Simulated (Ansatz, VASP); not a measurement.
Zr: VASP beside Ansatz

```
CELL_PARAMETERS angstrom
-1.77305 1.77305 1.77305
1.77305 -1.77305 1.77305
1.77305 1.77305 -1.77305
ATOMIC_POSITIONS crystal
Zr 0.00000 0.00000 0.00000
```

Change from the starting cell: volume scaled by 0.94.

Alike in both runs: task single point; functional PBE; k mesh 10 × 10 × 10; occupations fermi-dirac, width 0.05 eV; no spin polarisation.

|  | VASP | Ansatz |
| --- | --- | --- |
| version | VASP 6.6.1 | Ansatz 0.2.0 |
| potentials or method | VASP PAW PBE potentials, release 64 (Zr_sv), cutoff 520 eV | all-electron LAPW, scalar-relativistic |

|  | VASP | Ansatz | Ansatz less VASP |
| --- | --- | --- | --- |
| gap on the k mesh at the Fermi level (eV) | none | none | - |
| pressure (GPa) | 1.7 | 1.7 | -0.01 |

A gap of «none» marks a metal or a gap that the smearing closes. Ansatz ran all-electron here, so the differences hold the error of VASP's frozen core and of both bases.
